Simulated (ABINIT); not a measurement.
# HfB2 (P6/mmm) in ABINIT: further runs, part 2 of 2

ABINIT 10.8.3 (patched build). The steps go on from the part before.

### 5 Single point, LDA

File run.abi:

```
# Pseudopotentials
pp_dirpath "./"
pseudos "Hf.upf, B.upf"

# Structure
acell 3*1.0
rprim
     5.9337400313     0.0000000000     0.0000000000
    -2.9668700157     5.1387696066     0.0000000000
     0.0000000000     0.0000000000     6.5762469137
ntypat 2
znucl 72 5
natom 3
typat 1 2 2
xred
     0.0000000000     0.0000000000     0.0000000000
     0.6666666667     0.3333333333     0.5000000000
     0.3333333333     0.6666666667     0.5000000000

# Plane-wave basis
ecut 761.918815 eV

# k points
kptopt 1
ngkpt 8 8 6
nshiftk 1
shiftk 0.0 0.0 0.0

# Exchange and correlation
ixc 7

# Bands and occupations
nband 13
occopt 3
tsmear 0.05 eV

# SCF cycle
nstep 100
tolvrs 1.0e-10

# Output
iomode 3
prtwf 0
prtden 0
prteig 0
prtebands 0
```

Potentials or basis: PseudoDojo NC SR LDA v0.4.1 standard.

Run with:

```
> mpirun --bind-to none -np 4 abinit run.abi > log 2>&1
```

run.abo:

```text
.Version 10.8.3 of ABINIT
 Symmetries : space group P6/m m m (#191); Bravais hP (primitive hexag.)
================================================================================
 Values of the parameters that define the memory need of the present run
     intxc =       0    ionmov =       0      iscf =       7    lmnmax =       8
     lnmax =       8     mgfft =      32  mpssoang =       4    mqgrid =    3001
     natom =       3  nloc_mem =       1    nspden =       1   nspinor =       1
    nsppol =       1      nsym =      24    n1xccc =    2501    ntypat =       2
    occopt =       3   xclevel =       1
       mpw =        1436          nfft =       28800          nkpt =          40
================================================================================
================================================================================

--------------------------------------------------------------------------------
------------- Echo of variables that govern the present computation ------------
--------------------------------------------------------------------------------
 -outvars: echo values of preprocessed input variables --------
            acell      1.0000000000E+00  1.0000000000E+00  1.0000000000E+00 Bohr
              amu      1.78490000E+02  1.08110000E+01
             ecut      2.80000000E+01 Hartree
              ixc           7
         kptrlatt        8    0    0      0    8    0      0    0    6
          kptrlen      3.94574815E+01
            natom           3
            nband          13
            ngfft          30      30      32
             nkpt          40
            nstep         100
             nsym          24
           ntypat           2
           occopt           3
           prtden           0
        prtebands           0
           prteig           0
            prtwf           0
            rprim      5.9337400313E+00  0.0000000000E+00  0.0000000000E+00
                      -2.9668700157E+00  5.1387696066E+00  0.0000000000E+00
                       0.0000000000E+00  0.0000000000E+00  6.5762469137E+00
          spgroup         191
           tolvrs      1.00000000E-10
           tsmear      1.83746611E-03 Hartree
            typat      1  2  2
           xangst      0.0000000000E+00  0.0000000000E+00  0.0000000000E+00
                       1.5699999989E+00  9.0643992202E-01  1.7399999988E+00
                      -1.7639296020E-11  1.8128798440E+00  1.7399999988E+00
            xcart      0.0000000000E+00  0.0000000000E+00  0.0000000000E+00
                       2.9668700156E+00  1.7129232022E+00  3.2881234569E+00
                      -3.3333438531E-11  3.4258464044E+00  3.2881234569E+00
             xred      0.0000000000E+00  0.0000000000E+00  0.0000000000E+00
                       6.6666666667E-01  3.3333333333E-01  5.0000000000E-01
                       3.3333333333E-01  6.6666666667E-01  5.0000000000E-01
            znucl       72.00000    5.00000

================================================================================

 chkinp: Checking input parameters for consistency.

================================================================================
== DATASET  1 ==================================================================

--- !DatasetInfo
iteration_state: {dtset: 1, }
dimensions: {natom: 3, nkpt: 40, mband: 13, nsppol: 1, nspinor: 1, nspden: 1, mpw: 1436, }
cutoff_energies: {ecut:  28.0, pawecutdg:  -1.0, }
electrons: {nelect:   1.80000000E+01, charge:   0.00000000E+00, occopt:   3.00000000E+00, tsmear:   1.83746611E-03, }
meta: {optdriver: 0, ionmov: 0, optcell: 0, iscf: 7, paral_kgb: 0, }
...

 Exchange-correlation functional for the present dataset will be:
  LDA: Perdew-Wang 92 LSD fit to Ceperley-Alder data - ixc=7
  J.P.Perdew and Y.Wang, PRB 45, 13244 (1992)

 Real(R)+Recip(G) space primitive vectors, cartesian coordinates (Bohr,Bohr^-1):
[... 65 lines left out ...]
xred      :
- [  0.0000E+00,   0.0000E+00,   0.0000E+00, Hf]
- [  6.6667E-01,   3.3333E-01,   5.0000E-01,  B]
- [  3.3333E-01,   6.6667E-01,   5.0000E-01,  B]
cartesian_forces: # hartree/bohr
- [  4.72693236E-30,   2.72909567E-30,  -0.00000000E+00, ]
- [  1.32354106E-29,   1.09163827E-29,  -0.00000000E+00, ]
- [ -1.79623429E-29,  -1.36454783E-29,  -0.00000000E+00, ]
force_length_stats: {min:   5.45819134E-30, max:   2.25575895E-29, mean:   1.50574076E-29, }
...

 Integrated electronic density in atomic spheres:
 ------------------------------------------------
 Atom  Sphere_radius  Integrated_density
    1        2.00000          8.53096658
    2        2.00000          2.72186577
    3        2.00000          2.72186577
================================================================================

 ----iterations are completed or convergence reached----

 Mean square residual over all n,k,spin=   83.844E-07; max=  96.920E-05
 reduced coordinates (array xred) for    3 atoms
       0.000000000000      0.000000000000      0.000000000000
       0.666666666667      0.333333333333      0.500000000000
       0.333333333333      0.666666666667      0.500000000000
 rms dE/dt=  4.8581E-29; max dE/dt=  1.3463E-28; dE/dt below (all hartree)
    1       0.000000000000      0.000000000000      0.000000000000
    2      -0.000000000000     -0.000000000000      0.000000000000
    3       0.000000000000      0.000000000000      0.000000000000

 cartesian coordinates (angstrom) at end:
    1      0.00000000000000     0.00000000000000     0.00000000000000
    2      1.56999999891948     0.90643992201629     1.73999999882018
    3     -0.00000000001764     1.81287984403258     1.73999999882018

 cartesian forces (hartree/bohr) at end:
    1      0.00000000000000     0.00000000000000    -0.00000000000000
    2      0.00000000000000     0.00000000000000    -0.00000000000000
    3     -0.00000000000000    -0.00000000000000    -0.00000000000000
 frms,max,avg= 9.6204655E-30 1.7962343E-29   0.000E+00  0.000E+00  0.000E+00 h/b

 cartesian forces (eV/Angstrom) at end:
    1      0.00000000000000     0.00000000000000    -0.00000000000000
    2      0.00000000000000     0.00000000000000    -0.00000000000000
    3     -0.00000000000000    -0.00000000000000    -0.00000000000000
 frms,max,avg= 4.9470422E-28 9.2366081E-28   0.000E+00  0.000E+00  0.000E+00 e/A
 length scales=  1.000000000000  1.000000000000  1.000000000000 bohr
              =  0.529177210544  0.529177210544  0.529177210544 angstroms
 Fermi (or HOMO) energy (hartree) =   0.45950   Average Vxc (hartree)=  -0.48353
 Eigenvalues (hartree) for nkpt=  40  k points:
 kpt#   1, nband= 13, wtk=  0.00260, kpt=  0.0000  0.0000  0.0000 (reduced coord)
  -1.81377   -0.67014   -0.65178   -0.65178   -0.04627    0.34298    0.34715    0.34715
   0.35400    0.59882    0.59897    0.62235    0.63624
      occupation numbers for kpt#   1
   2.00000    2.00000    2.00000    2.00000    2.00000    2.00000    2.00000    2.00000
   2.00000    0.00000    0.00000    0.00000    0.00000
 prteigrs : prtvol=0 or 1, do not print more k-points.

--- !EnergyTerms
iteration_state     : {dtset: 1, }
comment             : Components of total free energy in Hartree
kinetic             :  1.87645386594418E+01
hartree             :  6.51590448761782E+00
xc                  : -1.67155460613191E+01
Ewald energy        : -4.88499196945417E+01
psp_core            :  2.54266206615128E+00
local_psp           : -2.73180128343323E+01
non_local_psp       :  2.57718842359604E+00
internal            : -6.24831849533862E+01
'-kT*entropy'       : -8.27502954467475E-05
total_energy        : -6.24832677036816E+01
total_energy_eV     : -1.70025633139591E+03
band_energy         : -5.15293170526308E+00
...

 Cartesian components of stress tensor (hartree/bohr^3)
  sigma(1 1)=  4.14234649E-04  sigma(3 2)=  0.00000000E+00
  sigma(2 2)=  4.14234649E-04  sigma(3 1)=  0.00000000E+00
  sigma(3 3)=  4.38167738E-04  sigma(2 1)=  1.27410618E-13

-Cartesian components of stress tensor (GPa)         [Pressure= -1.2422E+01 GPa]
- sigma(1 1)=  1.21872041E+01  sigma(3 2)=  0.00000000E+00
- sigma(2 2)=  1.21872041E+01  sigma(3 1)=  0.00000000E+00
- sigma(3 3)=  1.28913399E+01  sigma(2 1)=  3.74854979E-09

== END DATASET(S) ==============================================================
================================================================================

 -outvars: echo values of variables after computation  --------
            acell      1.0000000000E+00  1.0000000000E+00  1.0000000000E+00 Bohr
           etotal     -6.2483267704E+01
            fcart      4.7269323552E-30  2.7290956677E-30 -0.0000000000E+00
                       1.3235410595E-29  1.0916382671E-29 -0.0000000000E+00
                      -1.7962342950E-29 -1.3645478339E-29 -0.0000000000E+00
            rprim      5.9337400313E+00  0.0000000000E+00  0.0000000000E+00
                      -2.9668700157E+00  5.1387696066E+00  0.0000000000E+00
                       0.0000000000E+00  0.0000000000E+00  6.5762469137E+00
           strten      4.1423464877E-04  4.1423464856E-04  4.3816773821E-04
                       0.0000000000E+00  0.0000000000E+00  1.2741061767E-13
           xangst      0.0000000000E+00  0.0000000000E+00  0.0000000000E+00
                       1.5699999989E+00  9.0643992202E-01  1.7399999988E+00
                      -1.7639296020E-11  1.8128798440E+00  1.7399999988E+00
             xred      0.0000000000E+00  0.0000000000E+00  0.0000000000E+00
                       6.6666666667E-01  3.3333333333E-01  5.0000000000E-01
                       3.3333333333E-01  6.6666666667E-01  5.0000000000E-01
 Calculation completed.
```

Run time: 5.6 s. Hardware: 4 MPI ranks of Arm Neoverse V2, shared host; peak memory 0.24 GiB.

Results:

```
Free energy                                           : -1700.2563 eV
Band gap on the k mesh                                : none (metal or under the smearing width)
Valence electrons inside the program's atomic spheres : Hf 8.53; B 2.72
```

Levels at points of the mesh, in eV from the Fermi level:
| k point | band 5 | band 6 | band 7 | band 8 | band 9 | band 10 | band 11 | band 12 | band 13 |
| --- | --- | --- | --- | --- | --- | --- | --- | --- | --- |
| (0.00, 0.00, 0.00) | -13.76 | -3.17 | -3.06 | -3.06 | -2.87 | 3.79 | 3.80 | 4.43 | 4.81 |
| (0.50, 0.00, 0.00) | -9.86 | -9.03 | -4.28 | -3.55 | -3.02 | 2.00 | 2.52 | 5.39 | 5.50 |
| (0.00, 0.00, 0.50) | -11.31 | -8.49 | -1.32 | -1.32 | 0.13 | 0.13 | 0.80 | 0.80 | 2.00 |
| (0.50, 0.00, 0.50) | -10.37 | -7.54 | -5.12 | -4.86 | -2.76 | 3.91 | 3.99 | 6.03 | 7.05 |

Caveat: the cutoff is too short for stress, so the log's stress isn't used. Spin-orbit coupling is left out, which matters for the levels of Hf.

### 6 Overview

```tsv
level	potentials or basis	cutoff (eV)	gap on the mesh (eV)	pressure (GPa)
PBE	PseudoDojo NC SR PBE v0.4.1 standard	762	none	0.8
PBEsol	PseudoDojo NC SR PBEsol v0.4.1 standard	925	none	-3.8
LDA	PseudoDojo NC SR LDA v0.4.1 standard	762	none	-
```

Alike in all rows: task single point; no spin polarisation; cell as given; k mesh 8 × 8 × 6; smearing fermi-dirac 0.05 eV.

Absolute energies hang on the potentials; compare differences alone.
